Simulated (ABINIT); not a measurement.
Crystal: In.

```
In
1.0
    -1.62547    1.62547    2.47370
     1.62547   -1.62547    2.47370
     1.62547    1.62547   -2.47370
In
1
Cartesian
  0.0000 0.0000 0.0000
```

Base run:

```yaml
Program: ABINIT 10.8.3 (patched build)
Functional: PBEsol
Potentials_or_basis: JTH PAW PBE v2.0
Cutoff: 707 eV
k_mesh: 11 × 11 × 11
Occupations: fermi-dirac, width 0.05 eV
Spin: no spin polarisation
```

Its results: band gap on the k mesh none (metal or under the smearing width); pressure -1.6 GPa.

Problem. After a change of settings the same cell gave: band gap on the k mesh none (metal or under the smearing width); pressure -3.2 GPa. Which change was it?
A. functional from PBEsol to AM05
B. functional from PBEsol to WC
C. functional from PBEsol to LDA
D. functional from PBEsol to PBE; cutoff from 707 eV to 599 eV; fine-grid cutoff from 1306.15 eV to 1197.3 eV

Solution. C.

LDA binds more tightly than PBEsol, so the same cell stands under less pressure.

Caveats: the PAW data sets were made with another functional, which shifts forces and pressure a little.

Not every run made on this cell is shown here.
